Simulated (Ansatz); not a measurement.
Set up this calculation in Ansatz 0.2.0, as the native input.

| Item | Value |
| --- | --- |
| Task | single point |
| Functional | PBE |
| Potentials or basis | Ansatz PAW |
| Cutoff | 420 eV (not typed: the program's choice for these potentials) |
| k mesh | 10 × 10 × 10 |
| Occupations | gaussian, width 0.014 eV |
| Spin | no spin polarisation |

Crystal: As.

```
As
1.0
     2.70368    0.00000    0.00000
     0.00000    2.70368    0.00000
     0.00000    0.00000    2.70368
As
1
Cartesian
  1.3518 1.3518 1.3518
```

This isn't the form of As at room conditions, which is rhombohedral.

The input as run:

input.yaml

```yaml
crystal:
  lattice:
    - [2.7036817444, 0.0, 0.0]
    - [0.0, 2.7036817444, 0.0]
    - [0.0, 0.0, 2.7036817444]
  atoms:
    - { symbol: As, position: [0.5, 0.5, 0.5] }
hamiltonian:
  xc: pbe
  pseudopotentials: { kind: paw }
kpoints:
  mp_grid: { grid: [10, 10, 10] }
scf:
  occupations: { method: gaussian, width: 0.014 }
output:
  forces: true
  stress: true
  eigenvalues: true
  write_density: true
  write_potential: true
  elf: true
  volumetric_format: npy
```

Potentials or basis: Ansatz PAW.

Run with:

```console
$ ansatz run input.yaml --threads 2 --pin off --max-ram 5632MiB --backend cpu --events-out ev --progress --plain --runs-dir out
```

It gave:

- Pressure: 2.3 GPa
- Band gap on the k mesh: none (metal or under the smearing width)

Wall time 0.61 s on 2 threads of Arm Neoverse V2 (shared host), peak memory 0.26 GiB.
